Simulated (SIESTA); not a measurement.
## Sr in SIESTA: convergence with EnergyShift

The system is Sr, a slab with vacuum.

```
CELL_PARAMETERS angstrom
4.20022 0.00000 0.00000
-1.40007 3.96001 0.00000
0.00000 0.00000 25.28840
ATOMIC_POSITIONS crystal
Sr 0.50000 0.50000 0.29658
Sr 0.00000 0.00000 0.43219
Sr 0.50000 0.50000 0.56781
Sr 0.00000 0.00000 0.70342
```

| Property | Result |
| --- | --- |
| Program | SIESTA 5.4.2 |
| Task | single point |
| Functional | RPBE |
| Potentials or basis | PseudoDojo 0.4 standard (PBE files) |
| Basis | DZP (energy shift 0.05 Ry; two zetas on semicore shells; d shell added on Sr) |
| Grid cutoff | 500 Ry |
| Energy shift | 0.05 Ry |
| k mesh | 5 × 5 × 1 |
| Occupations | fermi-dirac, width 0.05 eV |
| Spin | no spin polarisation |

These are the settings of the first run; the series varies EnergyShift, with any setting tied to it.

Hardware: 1 thread of Arm Neoverse V2, on a shared host.

**Question.** The values tried are 0.05, 0.03, 0.02, 0.01, 0.005, 0.003, 0.002, 0.001, loosest first. From which on does the largest force stay within 0.005 eV/Å of the tightest run that finished?

**Answer.** From 0.005 on.

```
EnergyShift  energy less the tightest run, at zero smearing (meV/atom)  largest force (eV/Å)  SCF cycles  CPU time (s)  peak memory (GiB)
       0.05                                                    3058.13                 0.315          13            24               0.31
       0.03                                                    1684.59                 0.204          13            27               0.33
       0.02                                                    1052.96                 0.148          13            30               0.35
       0.01                                                     455.89                 0.093          14            40               0.38
      0.005                                                     194.35                 0.077          13            44                0.4
      0.003                                                      98.79                 0.076          14            47                0.4
      0.002                                                      49.43                 0.076          14            47                0.4
      0.001                                                       0.00                 0.076          13            45               0.41
```

Not settled before the last step: the energy (to 1 meV/atom). The tightest run that finished is the yardstick and may itself not be fully converged.

Caveat, for the tightest run too: the potentials were made for another functional, which shifts forces and pressure; the cell was measured hot, at 887 K.
